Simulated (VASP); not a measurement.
**AgCl: single point with LDA**

**The experiment to reproduce.**

From a printed reference work, data compilation, for a bulk crystal of AgCl: band gap 3.249 eV (indirect).

AgCl:

```xyz
2
Lattice="0.0000 2.6773 2.6773 2.6773 0.0000 2.6773 2.6773 2.6773 0.0000" Properties=species:S:1:pos:R:3 pbc="T T T"
Ag    2.6773    2.6773    2.6773
Cl    0.0000    0.0000    0.0000
```

| Property | Result |
| --- | --- |
| Program | VASP 6.6.1 |
| Task | single point |
| Functional | LDA |
| Potentials or basis | VASP PAW LDA potentials, release 64 (Ag, Cl) |
| Cutoff | 520 eV |
| k mesh | 10 × 10 × 10 |
| Occupations | gaussian, width 0.02 eV |
| Spin | no spin polarisation |
| Dipole correction | no |
| Further INCAR settings | ALGO = Normal; EDIFF = 1e-06; NBANDS = 16 |

The pressure is 0.0 GPa and the band gap on the k mesh is 0.66 eV, indirect (least direct gap 3.30 eV).

Levels at points of the mesh, in eV from the valence-band top:
```csv
k point,band 6,band 7,band 8,band 9,band 10,band 11,band 12,band 13
"(0.00, 0.00, 0.00)",-2.96,-2.76,-2.76,-2.76,0.66,10.71,10.71,10.71
"(0.50, 0.00, 0.00)",-2.51,-2.13,0.00,0.00,3.67,6.95,7.24,7.24
"(0.50, 0.50, 0.00)",-2.71,-2.36,-2.36,-2.19,1.94,7.71,8.75,11.79
```

It took 8.8 s on 1 thread of Intel(R) Xeon(R) 6975P-C (Granite Rapids) (shared host), peak memory 0.15 GiB.

Against the measured gap of AgCl, 3.249 eV (indirect; a printed reference work, data compilation), the calculated 0.66 eV is off by -2.59 eV. So large a miss can be the level of theory's own, or it may mean another phase, state or a wrong row. Spin-orbit coupling on Ag is left out. The value is that of LDA on a finite k mesh, which can miss the band edges, without temperature or zero-point motion. Semilocal functionals fall short of measured gaps as a rule.
